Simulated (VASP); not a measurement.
A run of VASP 6.6.1:

Contents of POSCAR:

```
Hg
1.0
   -1.8836898943      1.8836898943      1.8836898943
    1.8836898943     -1.8836898943      1.8836898943
    1.8836898943      1.8836898943     -1.8836898943
Hg
1
Direct
    0.0000000000      0.0000000000      0.0000000000
```

INCAR.step1

```
SYSTEM = Hg
  PREC = Accurate
  ENCUT = 520
  ISMEAR = 0
  SIGMA = 0.05
  LREAL = .False.
  LASPH = .True.
  NELM = 100
  NBANDS = 12
  GGA = PE
  ALGO = Normal
  EDIFF = 1E-4
  LWAVE = .True.
  LCHARG = .False.
```

The input INCAR.step2:

```
SYSTEM = Hg
  PREC = Accurate
  ENCUT = 520
  EDIFF = 1E-6
  ISMEAR = 0
  SIGMA = 0.05
  LREAL = .False.
  LASPH = .True.
  NELM = 100
  ALGO = Normal
  ISIF = 2
  LWAVE = .False.
  LCHARG = .False.
  METAGGA = R2SCAN
  LMIXTAU = .True.
  NBANDS = 12
  ISTART = 1
```

File KPOINTS:

```
regular mesh
0
Gamma
  16 16 16
  0 0 0
```

Potentials or basis: VASP PAW PBE potentials, release 64 (Hg).

Run with:

```sh
$ cat potpaw_PBE.64/Hg/POTCAR > POTCAR
$ cp INCAR.step1 INCAR
$ mpirun -np 1 vasp_std > vasp.out
$ cp INCAR.step2 INCAR
$ mpirun -np 1 vasp_std > vasp.out
```

Hardware: 1 thread of Intel(R) Xeon(R) 6975P-C (Granite Rapids), on a shared host.

Estimate the wall time of this run.

It took 34 s on 1 thread of Intel(R) Xeon(R) 6975P-C (Granite Rapids), with other jobs on the host, peak memory 0.17 GiB. Counts: scf iterations 10, k points 145.
